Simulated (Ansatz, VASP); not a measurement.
Two plane-wave programs on Au

```
CELL_PARAMETERS angstrom
0.00000 2.03500 2.03500
2.03500 0.00000 2.03500
2.03500 2.03500 0.00000
ATOMIC_POSITIONS crystal
Au 0.00000 0.00000 0.00000
```

Alike in both runs: task single point; functional PBE; k mesh 8 × 8 × 8; occupations gaussian, width 0.1 eV; no spin polarisation.

|  | VASP | Ansatz |
| --- | --- | --- |
| version | VASP 6.6.1 | Ansatz 0.2.0 |
| potentials or method | VASP PAW PBE potentials, release 64 (Au) | scalar-relativistic, plane waves, PAW |
| plane-wave cutoff (eV) | 520 | 420 |
| valence electrons in the cell | 11 | 19 |

|  | VASP | Ansatz | Ansatz less VASP |
| --- | --- | --- | --- |
| gap on the k mesh at the Fermi level (eV) | none | none | - |
| pressure (GPa) | 11.5 | 11.8 | +0.32 |

A gap of «none» marks a metal or a gap that the smearing closes. The functional is the same, so the differences come from potentials, cutoffs and numerics. The two sets of potentials don't hold the same shells in valence.

The runs have no spin-orbit coupling, so splittings on Au are missing.
